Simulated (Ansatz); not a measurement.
**CsSnI₃: strain energy, fitted**

CsSnI₃, Pm-3m, a = 6.134 Å. The structure is a COD entry; whether it is the stable form wasn't checked. Ansatz: PBEsol, PAW, 420 eV, Γ-centred 6×6×6 mesh on 5 atoms, Gaussian smearing 0.01 eV; no spin polarisation. Series: biaxial strain in the a-b plane, c and atoms relaxed; x is the strain in per cent. y is the free energy over the unstrained cell, V0 = 46.161 Å³/atom.

```
x (%) y (meV/atom)
 -6.0         63.45
 -4.0         25.94
 -2.0          5.98
  0.0          0.00
  2.0          5.01
  4.0             ?
  6.0         39.91
```

Fit y = c2 x² + c3 x³ to the other rows, turn c2 into a modulus, and predict the missing energy.

Least squares on the rows shown. y = 1.4321 x² − 0.054196 x³. In eV per unit strain² c2 is 14.32; M is the biaxial modulus (E = M V0 ε²): 14.32 × 160.2 / (46.161) = 50 GPa. With a term in x⁴ added, the coefficient of x² becomes 1.375, 4 % less, which shows how far this figure hangs on the form. At x = 4.0 the fit asked for gives 19.45 meV/atom. The run gave 18.96 meV/atom, so the fit is 0.49 meV/atom too high, within twice the rms miss on the fitted rows (0.26 meV/atom).

Where the gap has closed, the smearing of 0.02 eV or less is narrow for a metal on this mesh.

Symmetry holds off the tilts and polar distortions that many cubic perovskites undergo. Closed-shell ions balance this formula, and semilocal functionals make gaps too small, so «metal» can mean here that the functional has closed a real gap.